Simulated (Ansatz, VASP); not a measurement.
Two plane-wave programs on Ca

```
Ca
1.0
     0.00000    2.76240    2.76240
     2.76240    0.00000    2.76240
     2.76240    2.76240    0.00000
Ca
1
Direct
  0.00000 0.00000 0.00000
```

Alike in both runs: task relaxation of cell and atoms; functional PBE; dispersion D3(BJ); k mesh 14 × 14 × 14; occupations gaussian, width 0.1 eV; no spin polarisation.

|  | VASP | Ansatz |
| --- | --- | --- |
| version | VASP 6.6.1 | Ansatz 0.2.0 |
| potentials or method | VASP PAW PBE potentials, release 64 (Ca_sv) | scalar-relativistic, plane waves, PAW |
| plane-wave cutoff (eV) | 600 | 420 |
| valence electrons in the cell | 10 | 10 |

|  | VASP | Ansatz | Ansatz less VASP |
| --- | --- | --- | --- |
| gap on the k mesh at the Fermi level, each at its own relaxed structure (eV) | none | none | - |
| relaxed volume (Å³/atom) | 40.17 | 40.08 | -0.096 |
| relaxed cell length with the largest relative difference (Å) | 3.844 | 3.841 | -0.0031 |
| energy change over the relaxation (meV/atom) | -5 | -5 | -0.4 |

A gap of «none» marks a metal or a gap that the smearing closes.

Caveats: pairwise dispersion overbinds metals, which lowers pressure and volume.
